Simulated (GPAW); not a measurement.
# Near-edge structure at the Se K edge of zinc-blende (ZnSe)₁₋ₓ(BeSe)ₓ at x = 0.25, part 2 of 3

Aim: the Se K edge in zinc-blende (ZnSe)₁₋ₓ(BeSe)ₓ at x = 0.25, one member of a composition series.

GPAW 26.7.0; X-ray absorption from dipole matrix elements to empty bands, plane-wave PAW PBE.

So far. Step 3 (Ground state of the crystal): The mesh shows a gap of 1.91 eV. The excited electron is kept all the same, so that all members of the series, with or without a gap, are treated alike.

## 5. Spectrum with XCH, Se atom 2

The holes are 7.8 Å apart. In GPAW the data set carries the hole's charge, so charge=0 means a charged cell and charge=-1 a neutral one. The excited electron is kept in the cell, where it fills the lowest empty states and screens the hole. After the field has converged, empty bands are computed with the density fixed and the dipole matrix elements are summed.

The absorber has 1 Be at 2.26 Å and 3 Zn at 2.44 Å (distorted tetrahedral).

xas.py

```python
import numpy as np
from ase import Atoms
from ase.parallel import parprint, paropen
from gpaw import GPAW, PW, FermiDirac, Mixer, MixerDif, setup_paths
from gpaw.test import gen
setup_paths.insert(0, '.')
gen('Se', name='fch1s', xcname='PBE', corehole=(1, 0, 1), write_xml=True)
from gpaw.mpi import world
world.barrier()

atoms = Atoms('ZnSeZnSeZnSeBeSeBeSeZnSeZnSeZnSe',
    cell=[[0, 5.53575, 5.53575],
     [5.53575, 0, 5.53575],
     [5.53575, 5.53575, 0]],
    scaled_positions=[[0.0006643, 0.0018634, 0.9989926],
     [0.1465339, 0.1194203, 0.1174604],
     [0.9989532, 0.9996813, 0.4996285],
     [0.1172448, 0.1467466, 0.6169221],
     [0.9987659, 0.501973, 0.0000766],
     [0.1158402, 0.6195288, 0.1473876],
     [0.998421, 0.4998959, 0.500927],
     [0.1171781, 0.6175416, 0.6178542],
     [0.4998056, 0.000408, 0.0000919],
     [0.6181209, 0.1190232, 0.116408],
     [0.4994727, 0.0017322, 0.4984284],
     [0.6167682, 0.1182781, 0.6466625],
     [0.4976035, 0.5012724, 0.9994795],
     [0.6165104, 0.6472828, 0.1171875],
     [0.4996499, 0.5004829, 0.4992875],
     [0.645173, 0.619128, 0.6173535]],
    pbc=True)
atoms.calc = calc = GPAW(legacy_gpaw=True, mode=PW(400, force_complex_dtype=True), xc='PBE', setups={1: 'fch1s'},
    kpts={'size': (3, 3, 3), 'gamma': True}, occupations=FermiDirac(0.04),
    charge=-1, mixer=Mixer(0.1, 5, 50), maxiter=150,
    convergence={'density': 0.0001, 'eigenstates': 1e-6}, txt='scf.txt')
energy = atoms.get_potential_energy() + calc.get_reference_energy()
ef = calc.get_fermi_level()
out = dict(energy=energy, fermi=ef, forces=atoms.get_forces().tolist())
parprint(f'all-electron energy {energy:.4f} eV, Fermi level {ef:.4f} eV')
ev = np.array([[calc.get_eigenvalues(k, s) for k in range(len(calc.get_ibz_k_points()))] for s in range(calc.get_number_of_spins())])
out['homo'], out['lumo'], out['counts'] = ev[ev < ef].max(), ev[ev > ef].min(), sorted(set((ev < ef).sum((0, 2)).tolist()))
out['filled'] = (ev[:, 0] < ef).sum(1).tolist()

from ase.units import Ha
from gpaw.xas import dipole_matrix_elements
nb = int(calc.get_number_of_electrons() / 2) + 174
top, nb = nb, nb + 8 + nb // 12
nscf = calc.fixed_density(kpts={'size': (4, 4, 4), 'gamma': True}, nbands=nb,
    convergence={'bands': top, 'eigenstates': 5e-3}, maxiter=60, txt='nscf.txt')
cell = atoms.cell.array
ops = [cell.T @ U.T @ np.linalg.inv(cell.T) for U in nscf.wfs.kd.symmetry.op_scc]
filled = [62]  # bands filled in the ground state, by spin
E = np.arange(-6, 30, 0.1)
fwhm = np.interp(E, [4, 25], [2.33, 3.5])
Y, X, zero, highest = 0, 0, 1e9, 1e9
for spin in range(nscf.get_number_of_spins()):
    wfs = nscf.wfs
    mine = wfs.bd.get_slice()  # this rank's bands
    A = dipole_matrix_elements(wfs.setups[1])
    eps = np.zeros((wfs.kd.nibzkpts, nb))
    d = np.zeros((3, A.shape[1], wfs.kd.nibzkpts, nb), complex)
    for kpt in wfs.kpt_u:
        if kpt.s == spin and 1 in kpt.P_ani:
            eps[kpt.k, mine] = kpt.eps_n * Ha
            d[:, :, kpt.k, mine] = (kpt.weight * wfs.nspins / 2) ** 0.5 * np.inner(A, kpt.P_ani[1])
    world.sum(eps)
    world.sum(d)
    T = np.einsum('amkn,bmkn->abkn', d, d.conj()).real
    T = sum(np.einsum('ai,ijkn,bj->abkn', R, T, R) for R in ops) / len(ops)
    empty = np.ones_like(eps, bool) & (np.arange(nb) >= filled[spin])
    zero, highest = min(zero, eps[empty].min()), min(highest, eps[:, top - 1].min())
    lines = [(eps, T, empty)] if spin == 0 else lines + [(eps, T, empty)]
for eps, T, empty in lines:
    f = np.einsum('aakn->akn', T).reshape(3, -1)
    x = eps.ravel() - zero
    w = np.interp(x, E, fwhm) / 2.35482
    g = np.exp(-0.5 * ((E[:, None] - x) / w) ** 2) / (w * (2 * np.pi) ** 0.5)
    Y = Y + (f * empty.ravel()) @ g.T
    X = X + (f * ~empty.ravel()) @ g.T
out.update(E=E.round(2).tolist(), xas=Y.tolist(), xes=X.tolist(), zero=zero, valid=highest - zero, nk=len(eps), nb=nb)
for i in range(0, len(E), 10):
    parprint(f'{E[i]:7.2f}', *(f'{v:10.3e}' for v in Y[:, i]))
import json
with paropen('out.json', 'w') as f:
    json.dump(out, f)
```

Command:

```console
> OMP_NUM_THREADS=1 mpirun -n 4 gpaw python xas.py
```

Numbers of over 12 decimals in the logs are rounded to 6 here.

The program printed:

```text
Input parameters:
  charge: -1
  convergence: {density: 0.0001,
                eigenstates: 1e-06}
  kpts: {gamma: True,
         size: (3, 3, 3)}
  maxiter: 150
  mixer: {backend: pulay,
          beta: 0.1,
          method: separate,
          nmaxold: 5,
          weight: 50}
  mode: {ecut: 400.0,
         force_complex_dtype: True,
         name: pw}
  occupations: {fixmagmom: False,
                name: fermi-dirac,
                width: 0.04}
  setups: {1: fch1s}
  xc: PBE

Initialize ...

[... PAW data sets ...]

Reference energy: -810089.279999  # eV

Spin-paired calculation

[... convergence settings ...]
Symmetries present (total): 1
  [... symmetry matrices ...]

27 k-points: 3 x 3 x 3 Monkhorst-Pack grid
14 k-points in the irreducible part of the Brillouin zone
       k-points in crystal coordinates                weights
   0:     0.00000000    0.00000000    0.00000000          1/27
   1:     0.00000000    0.00000000    0.33333333          2/27
   2:     0.00000000    0.33333333   -0.33333333          2/27
   3:     0.00000000    0.33333333    0.00000000          2/27
   4:     0.00000000    0.33333333    0.33333333          2/27
   5:     0.33333333   -0.33333333   -0.33333333          2/27
   6:     0.33333333   -0.33333333    0.00000000          2/27
   7:     0.33333333   -0.33333333    0.33333333          2/27
   8:     0.33333333    0.00000000   -0.33333333          2/27
   9:     0.33333333    0.00000000    0.00000000          2/27
          ...
  13:     0.33333333    0.33333333    0.33333333          2/27

Wave functions: Plane wave expansion
  Cutoff energy: 400.000 eV
  Number of coefficients (min, max): 6135, 6183
  Pulay-stress correction: 0.000000 eV/Ang^3 (de/decut=0.000000)
  Using FFTW library
  Wavefunction extrapolation:
    Improved wavefunction reuse through dual PAW basis

Occupation numbers: Fermi-Dirac:
  width: 0.0400  # eV

Eigensolver
   Davidson(niter=2)

Densities:
  Coarse grid: 40*40*40 grid
  Fine grid: 80*80*80 grid
  Total Charge: 0.000000

Density mixing:
  Method: separate
  Backend: pulay
  Linear mixing parameter: 0.1
  old densities: 5
  Width of damping distribution: 1.1
  Damping of long wavelength oscillations: 50

[... Hamiltonian set-up ...]
Number of atoms: 16
Number of atomic orbitals: 94
Number of bands in calculation: 79
Number of valence electrons: 125
Bands to converge: occupied

... initialized

Initializing position-dependent things.

Density initialized from atomic densities
Creating initial wave functions:
  79 bands from LCAO basis set

                                Zn

                         Be

                 Zn        Se
                                Zn
                   Se
                       Zn
                     Se

            Se   Zn       Se
                  Se
        Be
                   Se
                       Zn
          Se

Atomic positions and initial magnetic moments

Positions:
   0 Zn     5.540489    5.533851    0.013993    ( 0.0000,  0.0000,  0.0000)
   1 Se     1.311312    1.461406    1.472256    ( 0.0000,  0.0000,  0.0000)
   2 Zn     8.299804    8.295774   11.063941    ( 0.0000,  0.0000,  0.0000)
   3 Se     4.227479    4.064164    1.461390    ( 0.0000,  0.0000,  0.0000)
   4 Zn     2.779221    5.529342    8.307715    ( 0.0000,  0.0000,  0.0000)
   5 Se     4.245457    1.457163    4.070819    ( 0.0000,  0.0000,  0.0000)
   6 Be     5.540305    8.300016    8.294308    ( 0.0000,  0.0000,  0.0000)
[...]
13 Se     4.231916    4.061568    6.996043    ( 0.0000,  0.0000,  0.0000)
  14 Zn     5.534479    5.529868    5.536485    ( 0.0000,  0.0000,  0.0000)
  15 Se     6.844852    6.989031    6.998854    ( 0.0000,  0.0000,  0.0000)

Unit cell:
           periodic     x           y           z      points  spacing
  1. axis:    yes    0.000000    5.535750    5.535750    40     0.1598
  2. axis:    yes    5.535750    0.000000    5.535750    40     0.1598
  3. axis:    yes    5.535750    5.535750    0.000000    40     0.1598

  Lengths:   7.828733   7.828733   7.828733
  Angles:   60.000000  60.000000  60.000000

Effective grid spacing dv^(1/3) = 0.1744

iter:   1   -64.459201
iter:   2   -63.649633   -0.46  -1.23
iter:   3   -61.915141   -1.04  -1.28
iter:   4   -61.952733   -1.69  -1.51
iter:   5   -61.998188   -2.15  -1.57
iter:   6   -61.917193   -2.66  -2.10
iter:   7   -61.908410   -2.99  -2.18
iter:   8   -61.908254c  -4.01  -2.70
iter:   9   -61.907434c  -4.21  -2.84
iter:  10   -61.906877c  -4.61  -3.10
iter:  11   -61.906813c  -5.27  -3.37
iter:  12   -61.906830c  -5.47  -3.47
iter:  13   -61.906811c  -5.78  -3.62
iter:  14   -61.906800c  -6.60c -3.79
iter:  15   -61.906799c  -6.96c -4.12c

Converged after 15 iterations.

Dipole moment: (-31.300785, -30.821680, -31.079923) |e|*Ang

Energy contributions relative to reference atoms: (reference = -810089.279999)

Kinetic:       +134.388213
Potential:     -119.575101
External:        +0.000000
XC:             -75.894643
Entropy (-ST):   -0.013499
Local:           -0.818519
SIC:             +0.000000
--------------------------
Free energy:    -61.913548
Extrapolated:   -61.906799

Showing only first 2 kpts
 Kpt  Band  Eigenvalues  Occupancy
  0    60      4.11080    2.00000
  0    61      4.11373    2.00000
  0    62      5.66230    2.00000
  0    63      6.64651    1.99971

  1    60      3.89689    2.00000
  1    61      3.90951    2.00000
  1    62      6.61452    1.99987
[...]
Fermi level: 7.00005

No gap
No difference between direct/indirect transitions

Forces in eV/Ang:
  0 Zn   -0.55122   -0.60714   -0.61473
  1 Se   -0.32778    0.33736    0.34332
  2 Zn    0.60487    0.55151   -0.60080
  3 Se    0.01401   -0.01638    0.06854
  4 Zn    0.59091   -0.60194    0.54105
  5 Se   -0.00433    0.06585   -0.00937
  6 Be    0.04021   -0.04684   -0.02974
[...]
13 Se    0.15595   -0.14357   -0.01087
 14 Zn    0.04052    0.03616    0.03307
 15 Se   -0.01927    0.01740    0.01409
Scalar-relativistic atomic PBE calculation for Se (Selenium, Z=34)
Core hole in 1s state (1s occupation: 1.0)
600 radial gridpoints.
|------------------------------------------------|
|------------------------------------------------|
[... the atom generator's iteration count ...]

Energy contributions:
-------------------------
Kinetic:    +1995.332652
XC:           -77.338929
Potential:  -3880.415820
-------------------------
Total:      -1962.422097

state      eigenvalue         ekin         rmax
-----------------------------------------------
1s^1.0 :  -474.645999   596.265971        0.029
2s^2.0 :   -62.888667   119.745014        0.161
2p^6.0 :   -56.461753   117.818727        0.128
3s^2.0 :    -8.979962    28.652734        0.489
3p^6.0 :    -6.776424    26.375695        0.482
3d^10.0:    -2.889029    21.572423        0.430
4s^2.0 :    -1.099374     4.413458        1.422
4p^4.0 :    -0.643622     3.138376        1.627
-----------------------------------------------
(units: Bohr and Hartree)

Generating PAW setup
Kinetic energy of the core from tauc = 1996.400626
Cutoffs:
rc(s)=1.600
rc(p)=1.900
rc(d)=1.600
rc(vbar)=1.440
rc(comp)=1.600
rc(nct)=1.900

Kinetic energy of the core states: 1973.952231
Charge: 1.0
Core electrons: 27.0
Valence electrons: 6.0
Pseudo-core charge: 0.683671
Shape function alpha=3.906
Pseudo-electron charge 7.110734
state    eigenvalue         norm
--------------------------------
4s(2) :    -1.099374     1.141074
*s    :    -0.099374
4p(4) :    -0.643622     1.036229
*p    :     0.356378
*d    :     0.000000
--------------------------------

Diagonalizing with gridspacing h=0.050

state   all-electron     PAW
-------------------------------
4s:      -1.099374    -1.100023
4p:      -0.643622    -0.644201
*d:                   -0.133486
*f:                   -0.018142
-------------------------------
all-electron energy -810151.1868 eV, Fermi level 7.0000 eV
[...]
27.00  8.620e-08  8.619e-08  8.625e-08
  28.00  8.610e-08  8.611e-08  8.616e-08
  29.00  7.848e-08  7.853e-08  7.856e-08
```

The job ended after 5.8 min (4 MPI ranks of Arm Neoverse V2, shared host; peak memory 0.76 GiB).

The Se K spectrum, Se atom 2, excited-electron core hole (neutral cell) (energy from the bottom of the conduction band, which holds the excited electron; intensity scaled to a mean of 1 over the first 20 eV):

```
E (eV)  intensity
 -2.00       0.00
 -1.25       0.01
 -0.50       0.08
  0.25       0.27
  1.00       0.63
  1.75       1.01
  2.50       1.22
  3.25       1.32
  4.00       1.41
  4.75       1.45
  5.50       1.43
  6.25       1.44
  7.00       1.44
  7.75       1.33
  8.50       1.17
  9.25       1.01
 10.00       0.84
 10.75       0.72
 11.50       0.69
 12.25       0.74
 13.00       0.82
 13.75       0.86
 14.50       0.88
 15.25       0.89
 16.00       0.88
 16.75       0.88
 17.50       0.87
 18.25       0.86
 19.00       0.83
 19.75       0.79
 20.50       0.77
 21.25       0.79
 22.00       0.84
 22.75       0.87
 23.50       0.88
 24.25       0.87
 25.00       0.87
 25.75       0.89
 26.50       0.93
 27.25       0.96
 28.00       0.95
```

Main maxima below 27 eV (height): 4.6 eV (1.45) and 15.2 eV (0.89). A K edge sees empty p states on the absorber.

The energy difference (zero at 12695 eV) isn't read as a photon energy: for so heavy an absorber the terms left out (the hole's spin, the functional's error) amount to tens of eV or more.

## 6. Cell without a hole, the energy reference

The absorbing element, whose data set is made anew, changes for the next run, so it gets a reference energy of its own.

scf.py

```python
import numpy as np
from ase import Atoms
from ase.parallel import parprint, paropen
from gpaw import GPAW, PW, FermiDirac, Mixer, MixerDif, setup_paths
from gpaw.test import gen
setup_paths.insert(0, '.')
gen('Zn', name='nch1s', xcname='PBE', corehole=(1, 0, 0), write_xml=True)
from gpaw.mpi import world
world.barrier()

atoms = Atoms('ZnSeZnSeZnSeBeSeBeSeZnSeZnSeZnSe',
    cell=[[0, 5.53575, 5.53575],
     [5.53575, 0, 5.53575],
     [5.53575, 5.53575, 0]],
    scaled_positions=[[0.0006643, 0.0018634, 0.9989926],
     [0.1465339, 0.1194203, 0.1174604],
     [0.9989532, 0.9996813, 0.4996285],
     [0.1172448, 0.1467466, 0.6169221],
     [0.9987659, 0.501973, 0.0000766],
     [0.1158402, 0.6195288, 0.1473876],
     [0.998421, 0.4998959, 0.500927],
     [0.1171781, 0.6175416, 0.6178542],
     [0.4998056, 0.000408, 0.0000919],
     [0.6181209, 0.1190232, 0.116408],
     [0.4994727, 0.0017322, 0.4984284],
     [0.6167682, 0.1182781, 0.6466625],
     [0.4976035, 0.5012724, 0.9994795],
     [0.6165104, 0.6472828, 0.1171875],
     [0.4996499, 0.5004829, 0.4992875],
     [0.645173, 0.619128, 0.6173535]],
    pbc=True)
atoms.calc = calc = GPAW(legacy_gpaw=True, mode=PW(400, force_complex_dtype=True), xc='PBE', setups={0: 'nch1s'},
    kpts={'size': (3, 3, 3), 'gamma': True}, occupations=FermiDirac(0.02),
    charge=0, mixer=Mixer(0.1, 5, 50), maxiter=150,
    convergence={'density': 0.0001, 'eigenstates': 1e-6}, txt='scf.txt')
energy = atoms.get_potential_energy() + calc.get_reference_energy()
ef = calc.get_fermi_level()
out = dict(energy=energy, fermi=ef, forces=atoms.get_forces().tolist())
parprint(f'all-electron energy {energy:.4f} eV, Fermi level {ef:.4f} eV')
ev = np.array([[calc.get_eigenvalues(k, s) for k in range(len(calc.get_ibz_k_points()))] for s in range(calc.get_number_of_spins())])
out['homo'], out['lumo'], out['counts'] = ev[ev < ef].max(), ev[ev > ef].min(), sorted(set((ev < ef).sum((0, 2)).tolist()))
out['filled'] = (ev[:, 0] < ef).sum(1).tolist()
import json
with paropen('out.json', 'w') as f:
    json.dump(out, f)
```

Command:

```console
> OMP_NUM_THREADS=1 mpirun -n 4 gpaw python scf.py
```

The program printed:

```text
Input parameters:
  convergence: {density: 0.0001,
                eigenstates: 1e-06}
  kpts: {gamma: True,
         size: (3, 3, 3)}
  maxiter: 150
  mixer: {backend: pulay,
          beta: 0.1,
          method: separate,
          nmaxold: 5,
          weight: 50}
  mode: {ecut: 400.0,
         force_complex_dtype: True,
         name: pw}
  occupations: {fixmagmom: False,
                name: fermi-dirac,
[...]
*s    :     0.780349
4p(0) :    -0.041035     1.007410
*p    :     0.958965
3d(10):    -0.372700     0.153765
*d    :     0.627300
--------------------------------

Diagonalizing with gridspacing h=0.050

state   all-electron     PAW
-------------------------------
4s:      -0.219651    -0.219820
4p:      -0.041035    -0.041071
3d:      -0.372700    -0.373322
*f:                    0.071886
-------------------------------
all-electron energy -822846.1076 eV, Fermi level 4.7924 eV
[key lines of the parts left out:]
Converged after 15 iterations.
Dipole moment: (-30.502120, -30.103066, -30.372424) |e|*Ang
Free energy:    -53.519960
Fermi level: 4.79237
```

It took 61 s on 4 MPI ranks; peak memory 0.36 GiB.

Reference energy: -822846.108 eV with the cores included.

(Continued in part 3 of 3.)

[Banner, clock and machine lines of the logs are left out without a mark of their own.]

[Logs are printed without paths, hosts, clocks, repeated set-up lines and the standing remarks that a program may print on its own settings, such as how far it seeks lower states.]

[Hosts, paths, dates, database ids (printed as entryN), source tags and the programs' standing remarks are cut or masked in the printed files.]

[Lists of maxima count a maximum above −3 eV only where it reaches 4 % of the highest in the window and stands out from its surroundings by 2 % of it (1.5 % where it reaches 55 %); shoulders and weaker maxima are passed over, and of the rest the first, up to two pre-edge ones and the few strongest are named.]
